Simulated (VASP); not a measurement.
Input of a VASP 6.6.1 run:

Contents of INCAR:

```
SYSTEM = MnS
ALGO = Fast
EDIFF = 1E-6
ENCUT = 520
GGA = PE
ISIF = 2
ISMEAR = 0
ISPIN = 2
LASPH = .TRUE.
LCHARG = .TRUE.
LELF = .TRUE.
LMAXMIX = 4
LORBIT = 11
LREAL = .FALSE.
LVHAR = .TRUE.
LWAVE = .FALSE.
MAGMOM = 4 0
NELM = 100
PREC = Accurate
SIGMA = 0.05
```

The input KPOINTS:

```
k-points
0
G
  6 6 6
  0 0 0
```

File POSCAR:

```
MnS
1.0
    0.0000000000      2.6122498900      2.6122498900
    2.6122498900      0.0000000000      2.6122498900
    2.6122498900      2.6122498900      0.0000000000
Mn S
1 1
Direct
    0.0000000000      0.0000000000      0.0000000000
    0.5000000000      0.5000000000      0.5000000000
```

Potentials or basis: VASP PAW PBE potentials, release 64 (Mn_pv, S).

Command:

```bash
$ cat potpaw_PBE.64/Mn_pv/POTCAR potpaw_PBE.64/S/POTCAR > POTCAR
$ mpirun -np 1 vasp_std > vasp.out
```

**Question.** What does it give for the band gap on the k mesh?

**Answer.** None (metal or under the smearing width).

**Question.** What does it give for the pressure?

**Answer.** -4.0 GPa.

**Question.** What does it give for the site moments?

**Answer.** Mn +4.25; S +0.10 μB.

Caveat: a cell with one magnetic atom can't hold antiferromagnetic order, which such compounds often take; semilocal functionals often make such compounds metallic where correlation or magnetic order opens a gap, which also shifts bond lengths. With open d or f shells a metallic result of PBE can be an artefact of self-interaction; +U or a hybrid may open a gap.
